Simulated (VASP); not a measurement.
Write the native input for VASP 6.6.1 that does the following.

```yaml
Task: relaxation of shape and atoms at fixed volume
Functional: LDA
Potentials_or_basis: VASP PAW LDA potentials, release 64 (Ge_d, S)
Cutoff: 600 eV
k_mesh: 4 × 8 × 6
Occupations: gaussian, width 0.03 eV
Spin: no spin polarisation
Further_INCAR_settings: ALGO = Normal; EDIFF = 1e-07; IBRION = 2; EDIFFG = -0.01; NSW = 40; ISIF = 4
```

The structure of GeS lies in POSCAR:

```
GeS                                     
1.0
    9.9763760589      0.0000000000      0.0000000000
    0.0000000000      3.5672227722      0.0000000000
    0.0000000000      0.0000000000      4.0083264139
  Ge              S             
     4     4
Direct
     0.1183034955716774    0.2500000000000000    0.1193033937112272
     0.3816965044283226    0.7500000000000000    0.6193033937112271
     0.6183034955716775    0.2500000000000000    0.3806966062887728
     0.8816965044283225    0.7500000000000000    0.8806966062887729
     0.8530662885565239    0.2500000000000000    0.4927784193500989
     0.6469337114434761    0.7500000000000000    0.9927784193500988
     0.3530662885565238    0.2500000000000000    0.0072215806499011
     0.1469337114434761    0.7500000000000000    0.5072215806499012
```

The cell isn't the ideal one: a relaxed cell with its volume scaled by 0.94.

One way to write it, as run:

INCAR

```
SYSTEM = GeS
ALGO     = Normal         ! electronic algorithm
EDIFF    = 1E-7           ! SCF threshold, eV
EDIFFG   = -0.01          ! ionic threshold
ENCUT    = 600            ! plane-wave cutoff, eV
IBRION   = 2              ! ionic algorithm
ISIF     = 4              ! what is computed and relaxed
ISMEAR   = 0              ! smearing method
KPAR     = 2            
LASPH    = .True.         ! aspherical terms in the spheres
LCHARG   = .False.        ! write CHGCAR
LREAL    = .False.        ! projectors in reciprocal space
LWAVE    = .False.        ! write WAVECAR
NELM     = 80             ! most SCF steps
NSW      = 40             ! ionic steps
PREC     = Accurate       ! precision mode
SIGMA    = 0.03           ! smearing width, eV
```

KPOINTS

```
k-points
0
Gamma
  4 8 6
  0 0 0
```

Potentials or basis: VASP PAW LDA potentials, release 64 (Ge_d, S).

Run with:

```sh
$ cat potpaw_LDA.64/Ge_d/POTCAR potpaw_LDA.64/S/POTCAR > POTCAR
$ mpirun -np 2 vasp_std > vasp.out
```

Results of the run:

```
Energy gained by relaxing    : 6.9 meV/atom
Ionic steps                  : 12
Pressure after relaxing      : 3.3 GPa
Largest force after relaxing : 0.007 eV/Å
Band gap on the k mesh       : 0.40 eV, indirect (least direct gap 0.95 eV)
```

It took 9.4 min on 2 MPI ranks on Intel(R) Xeon(R) 6975P-C (Granite Rapids), on a shared host, peak memory 0.46 GiB a rank.
